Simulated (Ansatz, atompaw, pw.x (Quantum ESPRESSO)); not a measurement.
O (Z = 8): does the PAW (atompaw) potential hold in the solid?

atompaw 4.2.0.5 input, output lines left out:

```
O 8
GGA-PBE scalarrelativistic loggrid 1500 logderivrange -4 5 226
2 2 0 0 0 0
2 1 4
0 0 0
c
v
v
1
1.50 1.30 1.05 1.45
y
1.5
n
y
0.05
n
custom rrkj gramschmidtortho besselshape
bessel
0.75
0.75
1.50
1.50
```

Atomic tests: cutoffs needed: 55 Ry and 80 Ry (the cutoffs (Ry, on a coarse ladder) from which the occupation-weighted sum of valence levels, in a spherical-Bessel basis at the reference potential, stays within 10 and 1 mRy of its value at 400 Ry); ghost test: no extra level below or beside the all-electron valence levels (s, p, d, f tested) (spherical-Bessel basis up to 400 Ry, 20 bohr box); lowest eigenvalue of the overlap operator: 0.60 (s channel).

Crystal test: bcc O in pw.x 7.5, no spin, 18³ k-points, Fermi–Dirac smearing 0.01 Ry, cutoffs 100/900 Ry. The reference is all-electron LAPW (Ansatz 0.2.0) with the same functional, mesh and smearing; V0 and B0 come from Birch–Murnaghan fits to the pressures at five volumes. Errors are pseudo minus all-electron; Δ is the rms difference of the E(V) curves that follow from these fits, minima aligned, over ±6 % about the mean V0. Mesh and smearing are coarse, so the numbers serve the comparison and aren't converged zero-temperature values; the lattice is a test structure that the element need not adopt. Spin polarisation is left out.

All-electron: a0 = 2.500 Å (V0 = 7.82 Å³/atom), B0 = 147.5 GPa.

Q: How far does the potential miss the all-electron equation of state?

A: mean pressure error (GPa): +0.66; a0 (Å): 2.504; a0 error (%): +0.14; B0 error (%): -0.0; Δ (meV/atom): 1.1.

```json
{"V (Å³/atom)": "7.368", "P all-electron (GPa)": "10.01", "P pseudo (GPa)": "10.83"}
{"V (Å³/atom)": "7.562", "P all-electron (GPa)": "5.27", "P pseudo (GPa)": "6.02"}
{"V (Å³/atom)": "7.756", "P all-electron (GPa)": "1.16", "P pseudo (GPa)": "1.78"}
{"V (Å³/atom)": "7.950", "P all-electron (GPa)": "-2.41", "P pseudo (GPa)": "-1.83"}
{"V (Å³/atom)": "8.144", "P all-electron (GPa)": "-5.50", "P pseudo (GPa)": "-4.98"}
```

Q: At the middle volume, how do free energy and pressure move when the wave cutoff is lowered (ecutrho held at 900 Ry)?

A:

| cutoff (Ry) | shift of F (meV/atom) | shift of P (GPa) |
| --- | --- | --- |
| 45 | +303.3 | -18.03 |
| 60 | +49.7 | -5.63 |
| 80 | +2.0 | -0.07 |

Input at the middle volume:

```
&control
  calculation='scf', prefix='x', pseudo_dir='./', outdir='./tmp', tstress=.true., disk_io='none'
/
&system
  ibrav=0, nat=1, ntyp=1, ecutwfc=100, ecutrho=900, nbnd=10,
  occupations='smearing', smearing='fd', degauss=0.01
/
&electrons
  conv_thr=1e-09, mixing_beta=0.4, electron_maxstep=70
/
ATOMIC_SPECIES
O 1.0 O.UPF
CELL_PARAMETERS angstrom
  -1.24697937 1.24697937 1.24697937
  1.24697937 -1.24697937 1.24697937
  1.24697937 1.24697937 -1.24697937
ATOMIC_POSITIONS crystal
O 0.0000 0.0000 0.0000
K_POINTS automatic
18 18 18 0 0 0
```

```bash
pw.x < O.scf.in > O.scf.out
```

Lines of the output:

```
Message from routine setup:
     using ibrav=0 with symmetry is DISCOURAGED, use correct ibrav instead
     lattice parameter (alat)  =       4.0815  a.u.
     unit-cell volume          =      52.3401 (a.u.)^3
     number of electrons       =         6.00
     number of Kohn-Sham states=           10
     kinetic-energy cutoff     =     100.0000  Ry
     charge density cutoff     =     900.0000  Ry
     scf convergence threshold =      1.0E-09
     Exchange-correlation= SLA PW PBX PBC
     number of k points=   195  Fermi-Dirac smearing, width (Ry)=  0.0100
     iteration #  1     ecut=   100.00 Ry     beta= 0.40
     total energy              =     -41.33930241 Ry
     estimated scf accuracy    <       0.00010816 Ry
     iteration #  2     ecut=   100.00 Ry     beta= 0.40
     total energy              =     -41.33901854 Ry
     estimated scf accuracy    <       0.00005494 Ry
     iteration #  3     ecut=   100.00 Ry     beta= 0.40
     total energy              =     -41.33898566 Ry
     estimated scf accuracy    <       0.00001552 Ry
     iteration #  4     ecut=   100.00 Ry     beta= 0.40
     total energy              =     -41.33898708 Ry
     estimated scf accuracy    <       0.00000010 Ry
     iteration #  5     ecut=   100.00 Ry     beta= 0.40
     the Fermi energy is     5.3685 ev
!    total energy              =     -41.33898710 Ry
     estimated scf accuracy    <          1.4E-10 Ry
     smearing contrib. (-TS)   =      -0.00412906 Ry
     convergence has been achieved in   5 iterations
          total   stress  (Ry/bohr**3)                   (kbar)     P=       17.77
     Message from routine punch:
     Nothing written, as per user request (disk_io='none')
```

The 8 pw.x runs together took about 1.8 min on one core of a shared server CPU.
